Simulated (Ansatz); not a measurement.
Crystal: Sb.

```
CELL_PARAMETERS angstrom
3.12240 0.00000 0.00000
0.00000 4.34752 0.00000
-0.03891 0.00000 4.40585
ATOMIC_POSITIONS crystal
Sb 0.01139 0.25000 0.24117
Sb 0.98861 0.75000 0.75883
```

This isn't the form of Sb at room conditions, which is rhombohedral.

A run of Ansatz 0.2.0 on this cell left the log below. Logs are shortened: lines on timing, memory, paths and dates and some standing lists are left out, and cuts for length are marked.

```text
Warning: RAYON_NUM_THREADS=1 ignored (pool sized by the plan → 1); use --threads N
LAPW: plane waves up to 7.328 Å⁻¹, error target 1.0e-3 eV per atom; small_component_spin mean_spin; Sb in spheres of 1.520 Å, 23 of its electrons in bands, Dirac shells [] (how accurate: hamiltonian.pseudopotentials.lapw.basis_error, Limitations)
Engine: ansatz 0.2.0, x86_64-unknown-linux-gnu
Pseudopotentials: kind: all_electron
Pseudopotential: Sb, LAPW, valence charge 23, lapw/all_electron/scalar/gaussian/Sb, Koelling and Harmon's equation, gaussian nucleus
Functional definition: PBEsol
  exchange = pbesol_x
  correlation = pbesol_c
Crystal: 2 atoms, lattice volume = 59.808 Å³
Basis set: ecut = 204.58523851215378 eV, 395 PW (Γ), exchange–correlation at level 2
Bands: 28, of which v1, the nominal top of the filled ones, is band 23 counted from 1 (22 counted from 0)
Symmetry: 4 space group operations
Space group: P21/m (ITA 11), of the structure as read, at distance tolerance 3.9e-5 Å
k-points: 112 of 324
Non-local potential: Sb, projectors of the file, none
Initial density: superposition of atomic densities (chi_scale 0.1, normalization cell)
Initial wavefunctions: plane waves of lowest kinetic energy (no species holds an atomic orbital)
Functional: x = pbesol(κ = 0.804, μ = 0.12345679012345678), c = pbesol(β = 0.046)
iter 1 solved again at ethr=7.20e-5 eV; its pass at ethr=1.00e-1 eV (dr2=3.31e-2 eV) is discarded
SCF iter   1: F=—  HF=-352583.547258 eV  |F-HF|=—  |Δ(HF+E_count)|=         —  Δρ=9.10e-3  dr2=3.37e-2  ethr=7.20e-5  ⟨swp⟩=3.1  Hψ=21460  notcnv=0
preconditioner: auto → LDOS  [metal: Δε(μ)=0.029 eV  Ē_g=9.414 eV  σ=0.050 eV  W_gap=0.15  n_scr=18 (ndim 8)  ℏωp=15.2 eV  f_vac=0.019  D(μ)=1.61/eV (n_scr^D=10)  β→1.0]
iter 2 solved again at ethr=1.69e-6 eV; its pass at ethr=7.20e-5 eV (dr2=7.79e-4 eV) is discarded
SCF iter   2: F=—  HF=-352583.543102 eV  |F-HF|=—  |Δ(HF+E_count)|=   4.16e-3  Δρ=1.62e-3  dr2=7.81e-4  ethr=1.69e-6  ⟨swp⟩=2.0  Hψ=15789  notcnv=0
SCF iter   3: F=—  HF=-352583.541124 eV  |F-HF|=—  |Δ(HF+E_count)|=   1.98e-3  Δρ=4.46e-4  dr2=7.21e-5  ethr=1.69e-6  ⟨swp⟩=3.0  Hψ=9712  notcnv=0
SCF iter   4: F=—  HF=-352583.539418 eV  |F-HF|=—  |Δ(HF+E_count)|=   1.71e-3  Δρ=1.39e-4  dr2=1.05e-5  ethr=1.57e-7  ⟨swp⟩=2.0  Hψ=9336  notcnv=0
SCF iter   5: F=—  HF=-352583.539130 eV  |F-HF|=—  |Δ(HF+E_count)|=   2.88e-4  Δρ=3.34e-5  dr2=7.56e-7  ethr=2.29e-8  ⟨swp⟩=3.0  Hψ=9830  notcnv=0
SCF iter   6: F=—  HF=-352583.539114 eV  |F-HF|=—  |Δ(HF+E_count)|=   1.58e-5  Δρ=6.22e-6  dr2=3.99e-8  ethr=1.64e-9  ⟨swp⟩=3.0  Hψ=9773  notcnv=0
SCF iter   7: F=-352583.539114 eV  HF=-352583.539114 eV  |F-HF|=2.15e-8  |Δ(HF+E_count)|=   1.86e-7  Δρ=3.06e-6  dr2=1.33e-8  ethr=8.66e-11  ⟨swp⟩=3.0  Hψ=9600  notcnv=0
SCF 1 converged in 7 iterations: F = -352583.539114 eV  dr2 = 1.33e-8
NSCF: frozen V_eff on 71 k-points
SCF converged after 7 iterations
Free energy (F): -352583.539114 eV
Harris-Foulkes:  -352583.539114 eV  (|F-HF|=2.15e-8)
Internal energy: -352583.526161 eV  (E = F + TS)
E sigma→0 (E₀):  -352583.532638 eV
Entropy (-TS):   -0.012953 eV (-6.476 meV/atom)
Fermi energy:    12.568556 eV
--- Per-component energies (eV) ---
  E_band       = -1800.132190
  E_kinetic    = 371549.932048
  E_xc         = -9132.110990
  E_electrostatic = -715001.347219  (all electrons and nuclei)
  E_smearing   = -0.012953  (= −TS)
  E_closure    = 0.000000  (closes the sum)
  E_atoms      = -352574.528891  (free atoms, spherical and without spin; not in F)
  Σ components = -352583.539114   (vs F -352583.539114, Δ=0.00e0)
  Basis errors (estimates in eV, not in F): energy 3.3e-4 per atom: plane waves 3.2e-4 (1.8e-4 summed), levels above the bands 4.4e-48, relativity 9.5e-9, radial functions 9.3e-6, core shells 8.9e-10; eigenvalues (radial functions only) 5.4e-7; not estimated: angular momenta, meshes, grids; target (lapw.basis_error) 1.0e-3; muffin-tin radii Sb 1.520 Å
--- Forces (eV/Å), atoms counted from 1 ---
  atom   1  Sb    -0.03042085     0.00000000     0.03388442
  atom   2  Sb     0.03042085     0.00000000    -0.03388442
  max |Σ_I F_I| component: 0.00e0 eV/Å
--- Stress (GPa, compression-positive) ---
       -1.893470       0.000000       0.080109
        0.000000      -2.486095       0.000000
        0.080109       0.000000      -2.226061
  P = ⅓ Tr σ = -2.2019 GPa (-22.019 kbar)
--- Band table (eV; the first three rows and the last of 112) ---
  k-point 0: bands = ["-131.6091", "-131.6088", "-84.6360", "-84.6348", "-84.6332", "-84.6323", "-84.6320", "-84.6319", "-16.6703", "-16.6606", "-16.5900", "-16.5734", "-16.5303", "-16.5290", "-16.4882", "-16.4874", "-16.4858", "-16.4140", "0.0533", "5.1194", "8.8767", "9.0094", "14.5334", "15.5320", "15.7577", "15.8863", "19.2550", "19.6564"]
  k-point 1: bands = ["-131.6091", "-131.6088", "-84.6358", "-84.6347", "-84.6334", "-84.6323", "-84.6321", "-84.6321", "-16.6548", "-16.6543", "-16.5827", "-16.5788", "-16.5277", "-16.5263", "-16.4921", "-16.4908", "-16.4900", "-16.4311", "0.2523", "4.4148", "9.2553", "9.3995", "14.5925", "14.6897", "15.5059", "15.7287", "19.0993", "19.9457"]
  k-point 2: bands = ["-131.6090", "-131.6089", "-84.6354", "-84.6342", "-84.6338", "-84.6325", "-84.6323", "-84.6321", "-16.6393", "-16.6112", "-16.5935", "-16.5635", "-16.5205", "-16.5194", "-16.5086", "-16.4985", "-16.4975", "-16.4763", "0.8388", "3.0961", "9.9780", "10.4038", "12.7936", "13.1166", "16.2922", "17.5796", "18.2522", "20.4094"]
  k-point 111: bands = ["-131.6088", "-131.6088", "-84.6352", "-84.6352", "-84.6345", "-84.6345", "-84.6327", "-84.6327", "-16.5714", "-16.5714", "-16.5571", "-16.5571", "-16.5378", "-16.5378", "-16.5294", "-16.5294", "-16.4511", "-16.4511", "4.2337", "4.2337", "8.8860", "8.8860", "11.0898", "11.0898", "15.8813", "15.8813", "16.6686", "16.6686"]
```

Question: What input gives this log?

Answer: Band structure with PBEsol, no spin polarisation. The files as run (others can give the same):

input.yaml
```yaml
crystal:
  lattice:
    - [3.122402, 0.0, 0.0]
    - [0.0, 4.347518, 0.0]
    - [-0.038915, 0.0, 4.405852]
  atoms:
    - { symbol: Sb, position: [0.011389, 0.25, 0.241166] }
    - { symbol: Sb, position: [0.988611, 0.75, 0.758834] }
kpoints:
  mp_grid: { grid: [9, 6, 6] }
  band_path:
    path:
      - [0.0, 0.0, 0.0]
      - [0.0, 0.0, 0.5]
      - [-0.496909211, 0.0, 0.5061930597]
      - [-0.5, 0.0, 0.5]
      - [-0.5, 0.5, 0.5]
      - [-0.503090789, 0.5, 0.4938069403]
      - [-0.5, 0.5, 0.0]
      - [-0.5, 0.0, 0.0]
    npoints: 10
scf:
  occupations: { method: fermi_dirac, width: 0.05 }
hamiltonian:
  xc: pbesol
  pseudopotentials: { kind: all_electron, lapw: { basis_error: 0.001 } }
output:
  forces: true
  stress: true
  eigenvalues: true
```

Potentials or basis: all-electron LAPW, scalar-relativistic.
The run is started by
```sh
$ ansatz run input.yaml --threads 1 --pin off --max-ram 3072MiB --backend cpu --events-out ev --progress --plain --runs-dir out
```

Caveat: spin-orbit coupling is left out, which moves the levels of the heavy elements.
